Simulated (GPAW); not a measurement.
CoO, 2 atoms in the cell. Symmetry: P-6m2, No. 187, hexagonal system. The conventional cell has a = 2.828 Å, b = 2.828 Å, c = 2.722 Å, α = 90.00°, β = 90.00°, γ = 120.00°. Co (site symmetry -6m2) has 6 O at 2.13 Å as nearest neighbours. O (site symmetry -6m2) has 6 Co at 2.13 Å as nearest neighbours. The cell was built by a generator and needn't be a form met in nature.

```yaml
Program: GPAW 26.7.0
Task: relaxation of cell and atoms
Functional: LDA
Potentials_or_basis: the program's PAW data sets (release 1.2.1) made for this functional
Cutoff: 800 eV
Basis: pw
k_mesh: 8 × 8 × 7
Occupations: fermi-dirac, width 0.05 eV
Spin: collinear spin, ferromagnetic start
Starting_moments: "[2.0, 0.0] μB"
Maxiter: 150
Optimizer: BFGS
Fmax: 0.02 eV/Å
Max_steps: 60
Convergence: density=1e-05 forces=0.0001
```

Potentials or basis: the program's PAW data sets (release 1.2.1) made for this functional, pw.

Run with:

```sh
$ OMP_NUM_THREADS=1 python run.py
```

Hardware: 1 thread of Arm Neoverse V1 (shared host).

How long does it take, and how much memory?

It took 2.8 min on 1 thread of Arm Neoverse V1, on a shared host, peak memory 0.27 GiB. Counts: scf iterations 76, plane waves 985, bands 17, k points 40, ion steps 7.
